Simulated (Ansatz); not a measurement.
# TiO2: the cost of one run

All numbers below are computed with Ansatz 0.2.0 (DFT PBEsol, scalar-relativistic, plane waves, PAW).

4 further runs of the same task are left out: 4 set aside as unsound or not needed. Runs told in other sessions of the task aren't counted.

### 1 The system as given

The cell holds 30 atoms (GdO20Ti9): a = 7.639 Å, b = 7.639 Å, c = 7.639 Å, α = 102.54°, β = 113.04°, γ = 113.04°.

Structure file:

```xyz
30
Lattice="5.6532 1.8844 -4.7792 -1.8844 5.6532 4.7792 1.8844 -5.6532 4.7792" Properties=species:S:1:pos:R:3 pbc="T T T"
Gd    1.8844    1.8844    4.7792
Ti    3.7688    0.0000    0.0000
Ti   -1.8844    5.6532    4.7792
Ti    3.7688    3.7688    0.0000
Ti    1.8844   -1.8844    4.7792
Ti    0.0000    1.8844    2.3896
Ti    1.8844    0.0000    7.1687
Ti    3.7688    1.8844    2.3896
Ti    3.7688   -1.8844    2.3896
Ti    5.6532    0.0000   -2.3896
O     0.0000    1.8844    4.3723
O     1.8844    0.0000   -0.4069
O     3.7688    1.8844    4.3723
O     3.7688   -1.8844    4.3723
O     5.6532    0.0000   -0.4069
O     5.6532    1.8844   -2.7965
O     0.0000    3.7688    1.9827
O     3.7688    0.0000    1.9827
O     3.7688   -3.7688    1.9827
O     3.7688    3.7688    1.9827
O     1.8844   -3.7688    5.1860
O     1.8844    0.0000    5.1860
O     3.7688    1.8844    0.4069
O     3.7688   -1.8844    0.4069
O     3.7688    5.6532    0.4069
O     1.8844    1.8844    2.7965
O     1.8844    5.6532    2.7965
O     0.0000    0.0000    7.5756
O     5.6532   -1.8844    2.7965
O     1.8844   -1.8844    2.7965
```

The host was relaxed before at PBEsol: a = 3.769 Å, b = 3.769 Å, c = 9.558 Å, α = 90.00°, β = 90.00°, γ = 90.00° (conventional cell), 11.314 Å³/atom.

Places, in fractions of the supercell: Gd in place of Ti at (0.400, 0.800, 0.600). The start keeps the symmetry of the ideal site.

### 2 Band edges of the host over the zone

The input, input.yaml:

```yaml
crystal:
  lattice:
    - [-1.8843961149, 1.8843961149, 4.7791527478]
    - [1.8843961149, -1.8843961149, 4.7791527478]
    - [1.8843961149, 1.8843961149, -4.7791527478]
  atoms:
    - { symbol: Ti, position: [0.0, 0.0, 0.0] }
    - { symbol: Ti, position: [0.75, 0.25, 0.5] }
    - { symbol: O, position: [0.957430442, 0.457430442, 0.5] }
    - { symbol: O, position: [0.207430442, 0.207430442, 0.0] }
    - { symbol: O, position: [0.542569558, 0.042569558, 0.5] }
    - { symbol: O, position: [0.792569558, 0.792569558, 0.0] }
basis:
  ecutwfc: 420
  xc_grid: 2
kpoints:
  mp_grid: { grid: [10, 10, 10] }
  band_path: { path: [VBM, CBM], npoints: 2 }
hamiltonian:
  xc: pbesol
scf:
  occupations: { method: gaussian, width: 0.02 }
output:
  forces: true
  stress: true
  eigenvalues: true
```

Command:

```
> ansatz run input.yaml --threads 8 --pin off --max-ram 16384MiB --backend cpu --events-out ev --progress --plain --runs-dir out
```

**Question.** How long does this run take on 8 threads of Arm Neoverse V1, shared host, and how much memory does it need?

About 2.8 s, with a peak of 0.53 GiB.
